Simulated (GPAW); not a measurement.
# PbSe (Clausthalite) (Fm-3m) in GPAW: single point with PBE

Aim: the single point of PbSe (Clausthalite) with PBE.

Everything below comes from runs of GPAW 26.7.0. Logs are shortened: lines on timing, memory, paths and dates and some standing lists are left out, and cuts for length are marked. The log counts tension as positive stress, the text compression.

**The experiment to reproduce.**

A printed reference work, monograph reports, for a bulk crystal of PbSe at 300 K: band gap 0.28 eV (direct).

The runs below are set against these values where they give the same quantity.

### 1 Starting point

Symmetry: Fm-3m, No. 225, cubic system. Conventional cell: a = 6.121 Å, b = 6.121 Å, c = 6.121 Å, α = 90.00°, β = 90.00°, γ = 90.00°. Pb (site symmetry m-3m) is surrounded by 6 Se at 3.06 Å. Se (site symmetry m-3m) is surrounded by 6 Pb at 3.06 Å.

### 2 Single point, PBE

Contents of run.py:

```python
from ase import Atoms
from ase.dft.bandgap import bandgap
from ase.io import write
from ase.units import GPa
from gpaw import GPAW, PW

atoms = Atoms(['Pb', 'Se'],
              cell=[[0.0, 3.06065, 3.06065],
                    [3.06065, 0.0, 3.06065],
                    [3.06065, 3.06065, 0.0]],
              scaled_positions=[[0.0, 0.0, 0.0],
                                [0.5, 0.5, 0.5]],
              pbc=True)

calc = GPAW(mode=PW(500),
            xc='PBE',
            kpts={'size': (6, 6, 6), 'gamma': True},
            occupations={'name': 'fermi-dirac', 'width': 0.05},
            nbands=19,
            maxiter=120,
            txt='gpaw.txt')
atoms.calc = calc
energy = atoms.get_potential_energy()
forces = atoms.get_forces()
stress = atoms.get_stress()
calc.write('gs.gpw')
write('result.traj', atoms)
print(f'Energy: {energy:.6f} eV')
print('Forces (eV/A):')
print(forces.round(4))
print('Stress (GPa):', (stress / GPa).round(3))
print('Fermi level:', round(calc.get_fermi_level(), 4), 'eV')
print(f'Gap: {bandgap(calc)[0]:.4f} eV, direct: {bandgap(calc, direct=True)[0]:.4f} eV')
```

Potentials or basis: GPAW PAW data sets (gpaw-data 1.2.1), pw.

Command:

```
$ OMP_NUM_THREADS=1 python run.py
```

gpaw.txt:

```text
__  _  _
 | _ |_)|_||  |
 |__||  | ||/\| - 26.7.0

Input parameters:
  mode=PW(ecut=500.0),
  kpts=MonkhorstPack(size=(6, 6, 6), gamma=True),
  maxiter=120,
  nbands=19,
  occupations=Occupations(name='fermi-dirac', width=0.05),
  xc=XC(name='PBE')

Diagonalizing LCAO Hamiltonian
Converting LCAO to pw mode

                Se

       Pb

Atoms  # Å, Bohr magnetons
|   | symbol |        x |        y |        z |    initial magnetic moments |
|---|--------|----------|----------|----------|-----------------------------|
| 0 |     Pb | 0.000000 | 0.000000 | 0.000000 | ( 0.0000,  0.0000,  0.0000) |
| 1 |     Se | 3.060650 | 3.060650 | 3.060650 | ( 0.0000,  0.0000,  0.0000) |

Unit cell  # Å
| periodic |        x |        y |        z |  lengths |    angles |
|----------|----------|----------|----------|----------|-----------|
|      yes | 0.000000 | 3.060650 | 3.060650 | 4.328413 | 60.000000 |
|      yes | 3.060650 | 0.000000 | 3.060650 | 4.328413 | 60.000000 |
|      yes | 3.060650 | 3.060650 | 0.000000 | 4.328413 | 60.000000 |

Number of symmetries: 48
Symmetry operations  # r_c * U_cc + t_c -> r_c
|    | kind |            matrix            |
|----|------|------------------------------|
|  0 |  σ   |  1, 0, 0,  1, 0,-1,  1,-1, 0 |
|  1 |  C2  |  1, 0, 0,  1,-1, 0,  1, 0,-1 |
|  2 |  E   |  1, 0, 0,  0, 1, 0,  0, 0, 1 |
|  3 |  σ   |  1, 0, 0,  0, 0, 1,  0, 1, 0 |
|  4 |  C4  |  1, 0,-1,  1, 0, 0,  1,-1, 0 |
|  5 |  S6  |  1, 0,-1,  1,-1, 0,  1, 0, 0 |
|  6 |  σ   |  1, 0,-1,  0, 1,-1,  0, 0,-1 |
|  7 |  C3  |  1, 0,-1,  0, 0,-1,  0, 1,-1 |
|  8 |  S6  |  1,-1, 0,  1, 0, 0,  1, 0,-1 |
|  9 |  C4  |  1,-1, 0,  1, 0,-1,  1, 0, 0 |
| 10 |  C3  |  1,-1, 0,  0,-1, 1,  0,-1, 0 |
| 11 |  σ   |  1,-1, 0,  0,-1, 0,  0,-1, 1 |
| 12 |  σ   |  0, 1, 0,  1, 0, 0,  0, 0, 1 |
| 13 |  C4  |  0, 1, 0,  0, 1,-1, -1, 1, 0 |
| 14 |  C3  |  0, 1, 0,  0, 0, 1,  1, 0, 0 |
| 15 |  S6  |  0, 1, 0, -1, 1, 0,  0, 1,-1 |
| 16 |  C2  |  0, 1,-1,  1, 0,-1,  0, 0,-1 |
| 17 |  σ   |  0, 1,-1,  0, 1, 0, -1, 1, 0 |
| 18 |  S4  |  0, 1,-1,  0, 0,-1,  1, 0,-1 |
| 19 |  C4  |  0, 1,-1, -1, 1, 0,  0, 1, 0 |
| 20 |  C3  |  0, 0, 1,  1, 0, 0,  0, 1, 0 |
| 21 |  σ   |  0, 0, 1,  0, 1, 0,  1, 0, 0 |
| 22 |  S6  |  0, 0, 1,  0,-1, 1, -1, 0, 1 |
| 23 |  C4  |  0, 0, 1, -1, 0, 1,  0,-1, 1 |
| 24 |  S4  |  0, 0,-1,  1, 0,-1,  0, 1,-1 |
| 25 |  C3  |  0, 0,-1,  0, 1,-1,  1, 0,-1 |
| 26 |  C2  |  0, 0,-1,  0,-1, 0, -1, 0, 0 |
| 27 |  S6  |  0, 0,-1, -1, 0, 0,  0,-1, 0 |
| 28 |  S4  |  0,-1, 1,  1,-1, 0,  0,-1, 0 |
| 29 |  C4  |  0,-1, 1,  0, 0, 1, -1, 0, 1 |
| 30 |  C2  |  0,-1, 1,  0,-1, 0,  1,-1, 0 |
| 31 |  σ   |  0,-1, 1, -1, 0, 1,  0, 0, 1 |
| 32 |  C3  |  0,-1, 0,  1,-1, 0,  0,-1, 1 |
| 33 |  S6  |  0,-1, 0,  0, 0,-1, -1, 0, 0 |
| 34 |  S4  |  0,-1, 0,  0,-1, 1,  1,-1, 0 |
| 35 |  C2  |  0,-1, 0, -1, 0, 0,  0, 0,-1 |
| 36 |  C2  | -1, 1, 0,  0, 1, 0,  0, 1,-1 |
| 37 |  S6  | -1, 1, 0,  0, 1,-1,  0, 1, 0 |
| 38 |  S4  | -1, 1, 0, -1, 0, 1, -1, 0, 0 |
| 39 |  C3  | -1, 1, 0, -1, 0, 0, -1, 0, 1 |
| 40 |  S6  | -1, 0, 1,  0, 0, 1,  0,-1, 1 |
| 41 |  C2  | -1, 0, 1,  0,-1, 1,  0, 0, 1 |
| 42 |  C3  | -1, 0, 1, -1, 1, 0, -1, 0, 0 |
| 43 |  S4  | -1, 0, 1, -1, 0, 0, -1, 1, 0 |
| 44 |  C2  | -1, 0, 0,  0, 0,-1,  0,-1, 0 |
| 45 |  i   | -1, 0, 0,  0,-1, 0,  0, 0,-1 |
| 46 |  σ   | -1, 0, 0, -1, 1, 0, -1, 0, 1 |
| 47 |  C2  | -1, 0, 0, -1, 0, 1, -1, 1, 0 |

BZ-sampling:
  Number of BZ points: 216
  Number of IBZ points: 16

  Monkhorst-Pack size: [6, 6, 6]
  Monkhorst-Pack shift: [0.08333333333333333, 0.08333333333333333, 0.08333333333333333]

K-points  # in reciprocal-cell coordinates
|     |                                coordinates |     weight |
|-----|--------------------------------------------|------------|
|   0 | (  0.00000000,   0.00000000,   0.00000000) | 0.00462963 |
|   1 | (  0.16666667,   0.16666667,   0.00000000) | 0.02777778 |
|   2 | (  0.16666667,   0.16666667,   0.16666667) | 0.03703704 |
|   3 | (  0.33333333,   0.16666667,   0.16666667) | 0.05555556 |
|   4 | (  0.33333333,   0.33333333,  -0.33333333) | 0.05555556 |
|   5 | (  0.33333333,   0.33333333,   0.00000000) | 0.02777778 |
|   6 | (  0.33333333,   0.33333333,   0.16666667) | 0.11111111 |
|   7 | (  0.33333333,   0.33333333,   0.33333333) | 0.03703704 |
|   8 | (  0.50000000,   0.33333333,  -0.33333333) | 0.11111111 |
|   9 | (  0.50000000,   0.33333333,  -0.16666667) | 0.05555556 |
| ... |                                            |            |
|  15 | (  0.50000000,   0.50000000,   0.50000000) | 0.01851852 |

Plane wave coefficients: 1470
Cutoff: 500.0 eV

Spin-components: 1 (collinear spins)
Bands:           19
Projectors:      11
Spin-degeneracy: 2
Datatype:        complex128

Parallelization:
  kpt:    1
  domain: 1
  band:   1

Density:
  Valence electrons: 20.0
  Components: 1
  Grid points: [24 24 24]
  Charge: 0.0  # |e|

Potential:
  Grid points: [24 24 24]

species:
  Pb:
    name:    Lead
    Z:       82.0
    valence: 14
    core:    68
    charge:  0.0  # [|e|]
    compensation charges:
      type: gauss
      rc: 0.38  # [Å]
      lmax: 2
    cutoffs:
      filter: 2.36  # [Å]
      core: 2.43  # [Å]
    projectors
    | kind |    occ | energy [eV] | rcut [Å] |
    |------|--------|-------------|----------|
    |   6s |  2.000 |     -11.969 |    1.259 |
    |   6p |  2.000 |      -3.506 |    1.275 |
    |   5d | 10.000 |     -21.211 |    1.217 |
    |    s |        |      15.243 |    1.259 |
    |    p |        |      23.705 |    1.275 |
    |    d |        |       6.001 |    1.217 |

    Using partial waves for Pb as LCAO basis

  Se:
    name:    Selenium
    Z:       34.0
    valence: 6
    core:    28
    charge:  0.0  # [|e|]
    compensation charges:
      type: gauss
      rc: 0.27  # [Å]
      lmax: 2
    cutoffs:
      filter: 1.77  # [Å]
      core: 2.67  # [Å]
    projectors
    | kind |    occ | energy [eV] | rcut [Å] |
    |------|--------|-------------|----------|
    |   4s |  2.000 |     -17.277 |    0.847 |
    |   4p |  4.000 |      -6.512 |    1.005 |
    |    s |        |       9.935 |    0.847 |
    |    p |        |      20.699 |    1.005 |
    |    d |        |       0.000 |    0.847 |

    Using partial waves for Se as LCAO basis

Reference energy: -633377.995495  # eV

eigensolver:
  PPCG
  Converge bands: occupied
  niter=2

density mixing:
  MSR1-Mixer
  Pratt-step length: 0.05
  Maximum mixing coefficient: 0.75
  Old densities: 10
  SVD Regularization: 0.005
  Good broyden scale: 1.0
  Trust region scale: 1.0
  Backstep threshold: 4.0
  History deletion threshold: 6.0
  Fourier metric: weight=20.0, sigma=0.015

occupation numbers:
  Fermi-Dirac:
    width: 0.0500  # eV

poisson solver:
  ecut: 4000.0  # eV

xc functional:
  name: PBE with 2 nearest neighbor stencil

convergence criteria:
- Maximum [total energy] change in last 3 cyles: 0.0005 eV / valence electron
- Maximum integral of absolute [dens]ity change: 0.0001 electrons / valence electron
- Maximum integral of absolute [eigenst]ate change: 4e-08 eV^2 / valence electron
maximum number of iterations: 120

SCF iterations
|iter     | |      energy | eigst |  dens |
|---------|-|-------------|-------|-------|
|iter:   1| |   -8.646193 | -0.24 |       |
|iter:   2| |   -8.586923 | -2.07 | -1.24 |
|iter:   3| |   -8.394088 | -1.92 | -1.28 |
|iter:   4| |   -8.395660 | -3.80 | -1.90 |
|iter:   5| |   -8.396324c| -4.36 | -2.29 |
|iter:   6| |   -8.396353c| -5.65 | -3.23 |
|iter:   7| |   -8.396356c| -6.79 | -3.77 |
|iter:   8| |   -8.396356c| -7.76c| -4.47c|

Converged in 8 steps
Energy contributions relative to reference atoms: (reference = -633377.995495)

Energy contributions:
  Kinetic:          19.908922
  Coulomb:         -20.038916
  Zero:             -0.068072
  External:          0.000000
  Xc:               -8.197774
  Entropy:          -0.001035
  Spinorbit:         0.000000
  ----------------------------
  Free energy:      -8.396874
  Extrapolated:     -8.396356

dipole moment: (-25.873173, -25.873173, -25.873173)  # |e|*Ang

Fermi level: 6.261
Eigenvalues  # (at kpt = [0.000, 0.000, 0.000])
| band index |      eig [eV] | occ [0-2] |
|------------|---------------|-----------|
|          0 |       -10.722 |     2.000 |
|        ... |               |           |
|          2 |       -10.720 |     2.000 |
|          3 |       -10.720 |     2.000 |
|          4 |       -10.720 |     2.000 |
|          5 |        -7.480 |     2.000 |
|          6 |        -0.129 |     2.000 |
|          7 |         4.213 |     2.000 |
|          8 |         4.213 |     2.000 |
|          9 |         4.213 |     2.000 |
|         10 |        10.792 |     0.000 |
|         11 |        10.792 |     0.000 |
|         12 |        10.792 |     0.000 |
|         13 |        12.628 |     0.000 |
|         14 |        12.628 |     0.000 |
|         15 |        12.628 |     0.000 |
|         16 |        14.305 |     0.000 |
|         17 |        14.529 |     0.000 |
|         18 |        15.111 |     0.000 |

Gap: 0.244 eV
Transition (v -> c):
  (s=0, k=15, n=9, [0.50, 0.50, 0.50]) -> (s=0, k=15, n=10, [0.50, 0.50, 0.50])
No difference between direct/indirect transitions

Forces  # eV/Ang
|        x |        y |       z |
|----------|----------|---------|
|  0.00000 | -0.00000 | 0.00000 |  # Pb   0
| -0.00000 |  0.00000 | 0.00000 |  # Se   1

Stress tensor  # eV/Ang^3
|         x |         y |         z |
|-----------|-----------|-----------|
| -0.012315 |  0.000000 |  0.000000 |
|  0.000000 | -0.012315 |  0.000000 |
|  0.000000 |  0.000000 | -0.012315 |

# Writing to gs.gpw (mode='')
```

Run time: 10 s. Hardware: 1 thread of Intel Xeon Platinum 8375C at 2.90GHz (Ice Lake), shared host; peak memory 0.15 GiB.

What came out:

* Free energy: -8.3969 eV
* Pressure: 2.0 GPa
* Band gap on the k mesh: 0.24 eV, direct

Caveat: the cutoff is short for stress and forces, so pressures can be off by a GPa or more; spin-orbit coupling is left out, which as a rule narrows the gap of such compounds by several tenths of an eV.

### 3 Against experiment

Step 2. Measured gap of PbSe: 0.28 eV (direct; 300 K; a printed reference work, monograph). This calculation gives 0.24 eV (-0.04 eV). 2 values of this kind are on record (0.15 to 0.28 eV); this one was drawn at random. Spin-orbit coupling on Pb, Se is left out. The value is that of PBE on a finite k mesh, which can miss the band edges, without temperature or zero-point motion. Semilocal functionals fall short of measured gaps as a rule.
